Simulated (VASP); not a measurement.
A run of VASP 6.6.1 is set up as follows.

File INCAR:

```
SYSTEM = W
  ALGO = Normal
  EDIFF = 1E-7
  EDIFFG = -0.01
  ENCUT = 600
  GGA = 91
  IBRION = 2
  ISIF = 3
  ISMEAR = -1
  LASPH = .True.
  LCHARG = .False.
  LREAL = .False.
  LWAVE = .False.
  NELM = 100
  NSW = 60
  PREC = Accurate
  SIGMA = 0.05
```

The input KPOINTS:

```
k-points
0
Gamma
  11 11 11
  0 0 0
```

POSCAR

```
W
1.0
    0.0000000000      2.0300000000      2.0300000000
    2.0300000000      0.0000000000      2.0300000000
    2.0300000000      2.0300000000      0.0000000000
W
1
Direct
    0.0000000000      0.0000000000      0.0000000000
```

Potentials or basis: VASP PAW PBE potentials, release 64 (W_sv).

The run is started by

```bash
$ cat potpaw_PBE.64/W_sv/POTCAR > POTCAR
$ mpirun -np 1 vasp_std > vasp.out
```

**Question.** Estimate the band gap on the k mesh.

**Answer.** None (metal or under the smearing width).

**Question.** Estimate the space group after relaxing (to 0.05 Å).

**Answer.** Fm-3m (No. 225).

**Question.** Estimate the relaxed volume.

**Answer.** 16.56 Å³/atom.

**Question.** Estimate the relaxed cell.

**Answer.** a = 2.861 Å, b = 2.861 Å, c = 2.861 Å, α = 60.00°, β = 60.00°, γ = 60.00°.

Final structure:
```
W
1.0
     0.00000    2.02312    2.02312
     2.02312    0.00000    2.02312
     2.02312    2.02312    0.00000
W
1
Direct
  0.00000 0.00000 0.00000
```

Caveat: the PAW data sets were made with another functional, which shifts forces and pressure a little. The run has no spin-orbit coupling, so splittings on W are missing.
